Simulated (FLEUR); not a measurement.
The system is LiF (Griceite).

```xyz
2
Lattice="0.0000 2.0140 2.0140 2.0140 0.0000 2.0140 2.0140 2.0140 0.0000" Properties=species:S:1:pos:R:3 pbc="T T T"
F     2.0140    2.0140    2.0140
Li    0.0000    0.0000    0.0000
```

Base run:

```yaml
Program: FLEUR MaX-R8.1 (later development tree)
Functional: AM05
Potentials_or_basis: all-electron
Basis: FLAPW
Kmax: 4.1 1/bohr
k_mesh: 11 × 11 × 11
Occupations: fermi-dirac, width 0.05 eV
Spin: no spin polarisation
```

Its results: band gap on the k mesh 9.08 eV, direct.

Q: The run is repeated on the same cell with these changes: functional from AM05 to BLYP. What comes out?

A: Band gap on the k mesh 9.22 eV, direct.

Not every run made on this cell is shown here.
